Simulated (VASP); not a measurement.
Write the native input for VASP 6.6.1 that does the following.

| Property | Result |
| --- | --- |
| Task | relaxation of cell and atoms |
| Functional | PBE |
| Dispersion | D3(BJ) |
| Potentials or basis | VASP PAW PBE potentials, release 64 (Ga_d, N) |
| Cutoff | 600 eV |
| k mesh | 4 × 4 × 4 |
| Occupations | gaussian, width 0.1 eV |
| Spin | no spin polarisation |
| Dipole correction | no |
| Further INCAR settings | ALGO = Normal; EDIFF = 1e-07; IBRION = 2; EDIFFG = -0.04; NSW = 90; ISIF = 3 |

The structure of GaN lies in POSCAR:

```
GaN
1.0
    3.9077489900      0.0000000000      0.0000000000
    0.0000000000      3.9077489900      0.0000000000
    0.0000000000      0.0000000000      4.1052712100
Ga N
2 2
Direct
    0.5000000000      0.5000000000      0.0000000000
    0.0000000000      0.0000000000      0.0000000000
    0.5000000000      0.0000000000      0.8398070300
    0.0000000000      0.5000000000      0.1601929700
```

The cell was built by a generator and needn't be a form met in nature.

The input as run:

INCAR

```
PREC = Accurate
ENCUT = 600
EDIFF = 1E-7
ISMEAR = 0
SIGMA = 0.1
LREAL = False
LASPH = True
NELM = 60
ALGO = Normal
ISIF = 3
LWAVE = False
LCHARG = False
GGA = PE
IVDW = 12
IBRION = 2
NSW = 90
EDIFFG = -0.04
```

KPOINTS

```
Automatic mesh
0
Gamma
  4 4 4
```

Potentials or basis: VASP PAW PBE potentials, release 64 (Ga_d, N).

Launch:

```console
$ cat potpaw_PBE.64/Ga_d/POTCAR potpaw_PBE.64/N/POTCAR > POTCAR
$ mpirun -np 1 vasp_std > vasp.out
```

Results of the run:

| Item | Value |
| --- | --- |
| Relaxed volume | 12.13 Å³/atom |
| Relaxed cell | a = 3.721 Å, b = 3.721 Å, c = 3.504 Å, α = 90.00°, β = 90.00°, γ = 90.00° |
| Space group after relaxing (to 0.05 Å) | P4/nmm (No. 129) |
| Energy gained by relaxing | 101.9 meV/atom |
| Ionic steps | 15 |
| Pressure after relaxing | 0.0 GPa |
| Band gap on the k mesh | 0.53 eV, indirect (least direct gap 0.62 eV) |
| Dispersion energy per atom | -0.239 eV |

Caveat: the volume moved by over 15 % at a fixed basis, so the end points are rough.

It took 2.9 min on 1 thread of Intel(R) Xeon(R) 6975P-C (Granite Rapids), with other jobs on the host, peak memory 0.22 GiB.
